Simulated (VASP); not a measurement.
SnTe, 2 atoms in the cell. Symmetry: Fm-3m, No. 225, cubic system. The conventional cell has a = 6.302 Å, b = 6.302 Å, c = 6.302 Å, α = 90.00°, β = 90.00°, γ = 90.00°. Te (site symmetry m-3m) has 6 Sn at 3.15 Å as nearest neighbours. Sn (site symmetry m-3m) is surrounded by 6 Te at 3.15 Å. 

| Item | Value |
| --- | --- |
| Program | VASP 6.6.1 |
| Task | relaxation of cell and atoms |
| Functional | PBE |
| Potentials or basis | VASP PAW PBE potentials, release 54 (Te, Sn) |
| Cutoff | 580 eV |
| k mesh | 7 × 7 × 7 |
| Occupations | fermi-dirac, width 0.05 eV |
| Spin | no spin polarisation |
| Further INCAR settings | ALGO = Normal; EDIFF = 1e-06; IBRION = 2; EDIFFG = -0.005; NSW = 40; ISIF = 3 |

Potentials or basis: VASP PAW PBE potentials, release 54 (Te, Sn).

Run with:

```console
$ cat potpaw_PBE.54/Te/POTCAR potpaw_PBE.54/Sn/POTCAR > POTCAR
$ mpirun -np 1 vasp_std > vasp.out
```

Hardware: 1 thread of Intel(R) Xeon(R) 6975P-C (Granite Rapids), on a shared host.

Task: Estimate the wall time of this run.

Result: It took 14 s on 1 thread of Intel(R) Xeon(R) 6975P-C (Granite Rapids) (shared host), peak memory 0.22 GiB. Counts: scf iterations 26, k points 20, ion steps 3.
